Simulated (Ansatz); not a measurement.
Zone-centre phonons of Al2O3: input and output

The calculation used DFT PBEsol, scalar-relativistic, plane waves, PAW in Ansatz 0.2.0.

Launched with:
```bash
ansatz run input.yaml --threads 2 --pin off --max-ram 7168MiB --backend cpu --events-out ev --progress --plain --runs-dir out
```

Input (bare energies are in eV):
```yaml
crystal:
  lattice:
    - [2.3868965438, 1.378075362, 4.3382043766]
    - [-2.3868965438, 1.378075362, 4.3382043766]
    - [0.0, -2.7561507242, 4.3382043765]
  atoms:
    - { symbol: Al, position: [0.3520791291, 0.3520791291, 0.3520791291] }
    - { symbol: Al, position: [0.1479208709, 0.1479208709, 0.1479208709] }
    - { symbol: Al, position: [0.6479208709, 0.6479208709, 0.6479208709] }
    - { symbol: Al, position: [0.8520791291, 0.8520791291, 0.8520791291] }
    - { symbol: O, position: [0.5558606405, 0.9441393595, 0.25] }
    - { symbol: O, position: [0.25, 0.5558606405, 0.9441393595] }
    - { symbol: O, position: [0.9441393595, 0.25, 0.5558606405] }
    - { symbol: O, position: [0.4441393595, 0.0558606405, 0.75] }
    - { symbol: O, position: [0.75, 0.4441393595, 0.0558606405] }
    - { symbol: O, position: [0.0558606405, 0.75, 0.4441393595] }
basis:
  ecutwfc: 420
kpoints:
  mp_grid: { grid: [6, 6, 6] }
hamiltonian:
  xc: pbesol
scf:
  occupations: { method: fixed }
output:
  eigenvalues: true
phonons:
  method: dfpt
  dielectric: true
  rigid_motions: translations
  eigenvectors: true
```

The end of the output:
```
--- Phonons (Γ-DFPT): 5 representative perturbations + reference, on 112 of 216 k-points (Σ response iterations 18) ---
  k mesh reduced under 1 symmetry operation, with k and −k counted as one. Each operation leaves every solved perturbation unchanged. A smaller set is not considered because the run solves the response ...
  ASR residual: 4.244e-5 → 0.000e0 eV/Å²; symmetrization residual: 3.599e-5 eV/Å²
  ASR residual per site (eV/Å²): 1.53e-5 1.53e-5 1.53e-5 1.53e-5 4.24e-5 4.24e-5 4.24e-5 4.24e-5 4.24e-5 4.24e-5
  Γ frequencies (cm⁻¹): 0.00 0.00 0.00 297.52 363.70 363.70 376.64 376.64 383.44 405.37 420.44 420.44 425.00 425.00 433.52 433.52 514.17 556.42 556.42 561.89 561.89 567.50 589.13 613.98 613.98 624.31 673.99 ...
  ε∞ (high-frequency dielectric tensor):
        3.295566    -0.000000    -0.000000
       -0.000000     3.295566     0.000000
       -0.000000     0.000000     3.257125
  ε⁰ (static dielectric tensor: ions relaxed, cell fixed):
        9.715963     0.000000     0.000000
        0.000000     9.715963    -0.000000
        0.000000    -0.000000    11.804178
  ε⁰ − ε∞ (ionic part):
        6.420397     0.000000     0.000000
        0.000000     6.420397    -0.000000
        0.000000    -0.000000     8.547054
  softest optical mode at Γ: 297.52 cm⁻¹; the repairs (sum rule, projections) moved no ω² at Γ by more than (4.40 cm⁻¹)²
  Born effective charges Z* (e; rows j = field, columns β = displacement):
    site 0:
         2.98073   -0.03049   -0.00000
         0.03049    2.98073    0.00000
         0.00000    0.00000    2.94699
    site 1:
         2.98073    0.03049    0.00000
        -0.03049    2.98073    0.00000
        -0.00000    0.00000    2.94699
    site 2:
         2.98073   -0.03049   -0.00000
         0.03049    2.98073    0.00000
         0.00000    0.00000    2.94699
    site 3:
         2.98073    0.03049    0.00000
        -0.03049    2.98073    0.00000
        -0.00000    0.00000    2.94699
    site 4:
        -2.08818   -0.00000    0.00000
        -0.00000   -1.88613    0.27215
         0.00000    0.36580   -1.96466
    site 5:
        -1.93664    0.08749   -0.23569
         0.08749   -2.03767   -0.13608
        -0.31679   -0.18290   -1.96466
    site 6:
        -1.93664   -0.08749    0.23569
        -0.08749   -2.03767   -0.13608
         0.31679   -0.18290   -1.96466
    site 7:
        -2.08818    0.00000    0.00000
        -0.00000   -1.88613    0.27215
        -0.00000    0.36580   -1.96466
    site 8:
        -1.93664    0.08749   -0.23569
         0.08749   -2.03767   -0.13608
        -0.31679   -0.18290   -1.96466
    site 9:
        -1.93664   -0.08749    0.23569
        -0.08749   -2.03767   -0.13608
         0.31679   -0.18290   -1.96466
  Z* charge neutrality: 7.246e-5 e pre-enforcement
  k-mesh period / interband length: 28.6 Å / 1.27 Å = 22.49 at k = (0.0000, 0.0000, 0.0000), direct gap 6.030 eV — 14 or more, which is no proof of convergence
  optical modes at Γ without the LO–TO term, one row a degenerate level:
      ω (cm⁻¹) modes IR ((D/Å)²/amu)
        297.52      1             0.0000
        363.70      2             0.0000
        376.64      2             2.7748
        383.44      1            38.8413
        405.37      1             0.0000
        420.44      2             0.0000
        425.00      2            38.7390
        433.52      2             0.0000
        514.17      1             0.0000
        556.42      2            81.2366
        561.89      2             0.0000
        567.50      1            25.4161
        589.13      1             0.0000
        613.98      2             7.1797
        624.31      1             0.0000
        673.99      1             0.0000
        729.17      2             0.0000
        730.78      1             0.0000
  optical modes at Γ + LO–TO along q̂ = [1.0000, 0.0000, 0.0000]:
      ω (cm⁻¹) modes IR ((D/Å)²/amu)
        297.52      1             0.0000
        363.70      2             0.0000
        376.64      1             1.3874
        378.65      1             0.0285
        383.44      1            38.8413
        405.37      1             0.0000
        420.44      2             0.0000
        425.00      1            19.3695
        433.52      2             0.0000
        463.61      1             0.8186
        514.17      1             0.0000
        556.42      1            40.6183
        561.89      2             0.0000
        567.50      1            25.4161
        589.13      1             0.0000
        609.35      1             0.1422
        613.98      1             3.5899
        624.31      1             0.0000
        673.99      1             0.0000
        729.17      2             0.0000
        730.78      1             0.0000
        877.79      1            63.9758
  optical modes at Γ + LO–TO along q̂ = [0.0000, 1.0000, 0.0000]:
      ω (cm⁻¹) modes IR ((D/Å)²/amu)
        297.52      1             0.0000
        363.70      2             0.0000
        376.64      1             1.3874
        378.65      1             0.0285
        383.44      1            38.8413
        405.37      1             0.0000
        420.44      2             0.0000
        425.00      1            19.3695
        433.52      2             0.0000
        463.61      1             0.8186
        514.17      1             0.0000
        556.42      1            40.6183
        561.89      2             0.0000
        567.50      1            25.4161
        589.13      1             0.0000
        609.35      1             0.1422
        613.98      1             3.5899
        624.31      1             0.0000
        673.99      1             0.0000
        729.17      2             0.0000
        730.78      1             0.0000
        877.79      1            63.9758
  optical modes at Γ + LO–TO along q̂ = [0.0000, 0.0000, 1.0000]:
      ω (cm⁻¹) modes IR ((D/Å)²/amu)
        297.52      1             0.0000
        363.70      2             0.0000
        376.64      2             2.7748
        405.37      1             0.0000
        420.44      2             0.0000
        425.00      2            38.7390
        433.52      2             0.0000
        487.09      1             2.0586
        514.17      1             0.0000
        556.42      2            81.2366
        561.89      2             0.0000
        589.13      1             0.0000
        613.98      2             7.1797
        624.31      1             0.0000
        673.99      1             0.0000
        729.17      2             0.0000
        730.78      1             0.0000
        850.46      1            62.1989
```

It took 2.2 min on 2 threads of Intel(R) Xeon(R) Platinum 8488C (Sapphire Rapids) (shared host), peak memory 1.5 GiB.